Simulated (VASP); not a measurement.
Input of a VASP 6.6.1 run:

The input INCAR:

```
SYSTEM = Zn
ALGO     = Normal         ! electronic algorithm
EDIFF    = 1E-7           ! SCF threshold, eV
EDIFFG   = -0.01          ! ionic threshold
ENCUT    = 600            ! plane-wave cutoff, eV
GGA      = PE             ! functional
IBRION   = 2              ! ionic algorithm
ISIF     = 4              ! what is computed and relaxed
ISMEAR   = 1              ! smearing method
IVDW     = 12             ! dispersion correction
LASPH    = .TRUE.         ! aspherical terms in the spheres
LCHARG   = .FALSE.        ! write CHGCAR
LREAL    = .FALSE.        ! projectors in reciprocal space
LWAVE    = .FALSE.        ! write WAVECAR
NELM     = 80             ! most SCF steps
NSW      = 40             ! ionic steps
PREC     = Accurate       ! precision mode
SIGMA    = 0.1            ! smearing width, eV
```

The input KPOINTS:

```
k-points
0
G
  18 18 8
  0 0 0
```

POSCAR

```
Zn                                      
1.0
    2.6060351086     -0.0000000000      0.0000000000
   -1.3030175543      2.2568926072     -0.0000000000
    0.0000000000      0.0000000000      4.7614141273
  Zn            
     2
Direct
     0.3333333332999970    0.6666666667000030    0.2500000000000000
     0.6666666667000030    0.3333333332999970    0.7500000000000000
```

Potentials or basis: VASP PAW PBE potentials, release 64 (Zn).

Run with:

```console
$ cat potpaw_PBE.64/Zn/POTCAR > POTCAR
$ mpirun -np 1 vasp_std > vasp.out
```

Question: Estimate the dispersion energy per atom.

Answer: -0.438 eV.

Question: What does it give for the band gap on the k mesh?

Answer: None (metal or under the smearing width).

Question: What does it give for the energy gained by relaxing?

Answer: 0.1 meV/atom.

Final structure:
```
Zn
1.0
     2.60981    0.00000    0.00000
    -1.30490    2.26016    0.00000
     0.00000    0.00000    4.74766
Zn
2
Cartesian
  0.0000 1.5068 1.1869
  1.3049 0.7534 3.5607
```
